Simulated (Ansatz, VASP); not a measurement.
## Ta in VASP and in Ansatz

```
Ta
1.0
    -1.79386    1.79386    1.39921
     1.79386   -1.79386    1.39921
     1.79386    1.79386   -1.39921
Ta
1
Direct
  0.00000 0.00000 0.00000
```

Alike in both runs: task single point; functional PBE; k mesh 22 × 22 × 22; occupations gaussian, width 0.15 eV; no spin polarisation.

|  | VASP | Ansatz |
| --- | --- | --- |
| version | VASP 6.6.1 | Ansatz 0.2.0 |
| potentials or method | VASP PAW PBE potentials, release 64 (Ta_pv) | scalar-relativistic, plane waves, PAW |
| plane-wave cutoff (eV) | 520 | 420 |
| valence electrons in the cell | 11 | 13 |

```tsv
	VASP	Ansatz	Ansatz less VASP
gap on the k mesh at the Fermi level (eV)	none	none	-
pressure (GPa)	8.4	8.3	-0.14
largest component of the traceless stress (GPa)	18.85	18.86	+0.017
```

A gap of «none» marks a metal or a gap that the smearing closes. The two sets of potentials don't hold the same shells in valence.

Spin-orbit coupling is left out, which matters for the levels of Ta.
